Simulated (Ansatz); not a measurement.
Be2C (Fm-3m) from a database of computed structures was relaxed with 5 functionals in the PAW code Ansatz, cell and atoms free, the symmetry of the start kept (meshes: PBE 10×10×10, r2SCAN 10×10×10, PBEsol 10×10×10, LDA 10×10×10, HSE06 6×6×6). The values are computed, spin-unpolarised, and not measurements.

The HSE06 result:
```cif
data_structure
_symmetry_space_group_name_H-M 'Fm-3m'
_symmetry_Int_Tables_number 225
_cell_length_a 4.3060
_cell_length_b 4.3060
_cell_length_c 4.3060
_cell_angle_alpha 90.000
_cell_angle_beta 90.000
_cell_angle_gamma 90.000
_cell_volume 79.84
loop_
_atom_site_label
_atom_site_type_symbol
_atom_site_symmetry_multiplicity
_atom_site_Wyckoff_symbol
_atom_site_fract_x
_atom_site_fract_y
_atom_site_fract_z
_atom_site_occupancy
Be1 Be 8 c 0.25000 0.25000 0.75000 1
C1 C 4 a 0.00000 0.00000 0.00000 1
```

Space group Fm-3m (No. 225), cubic; conventional cell a = 4.306 Å, 6.65 Å³ an atom. Be has 4 C at 1.86 Å; C has 8 Be at 1.86 Å.

Question: How does the cell change with r2SCAN?

Answer: a = 4.321 Å; the volume differs by +1.0 % from HSE06's. Be has 4 C at 1.87 Å; C has 8 Be at 1.87 Å.

Question: What lattice does PBEsol give?

Answer: a = 4.311 Å; the volume differs by +0.3 % from HSE06's. Be has 4 C at 1.87 Å; C has 8 Be at 1.87 Å.

Question: Held at the r2SCAN cell, what mean stress do LDA and PBE find, and does its sign point to their own minimum?

Answer: Yes. LDA -7.48 GPa, and its relaxed volume is -3.6 % from r2SCAN's; PBE +1.05 GPa, and its relaxed volume is +0.5 % from r2SCAN's. Compression counts positive, so a positive stress asks for a larger cell.
